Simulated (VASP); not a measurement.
Ni:

```xyz
1
Lattice="0.0000 1.7376 1.7376 1.7376 0.0000 1.7376 1.7376 1.7376 0.0000" Properties=species:S:1:pos:R:3 pbc="T T T"
Ni    0.0000    0.0000    0.0000
```

```yaml
Program: VASP 6.6.1
Task: relaxation of cell and atoms
Functional: PBE
Dispersion: rVV10
Potentials_or_basis: VASP PAW PBE potentials, release 64 (Ni)
Cutoff: 600 eV
k_mesh: 10 × 10 × 10
Occupations: fermi-dirac, width 0.05 eV
Spin: collinear spin, ferromagnetic start
Starting_moments: "[1.0] μB"
```

At the start: pressure 5.7 GPa; volume 10.49 Å³/atom.

How do energy, volume and symmetry change on relaxing?

Over 5 steps the energy falls by 5.2 meV/atom and the volume is 10.77 Å³/atom (+2.7 %); space group Fm-3m (No. 225, to 0.05 Å); moment 0.71 μB per cell.

The path:
```
step  energy change (eV)  largest force (eV/Å)  pressure (GPa)  volume (Å³)
   1              0.0000                0.0000            5.73        10.49
   2             -0.0004                0.0000           -5.28        11.07
   3             -0.0052                0.0000           -0.34        10.79
   4             -0.0052                0.0000            0.16        10.77
   5             -0.0052                0.0000            0.03        10.77
```

Final structure:
```
CELL_PARAMETERS angstrom
0.00000 1.75305 1.75305
1.75305 0.00000 1.75305
1.75305 1.75305 0.00000
ATOMIC_POSITIONS crystal
Ni 0.00000 0.00000 0.00000
```
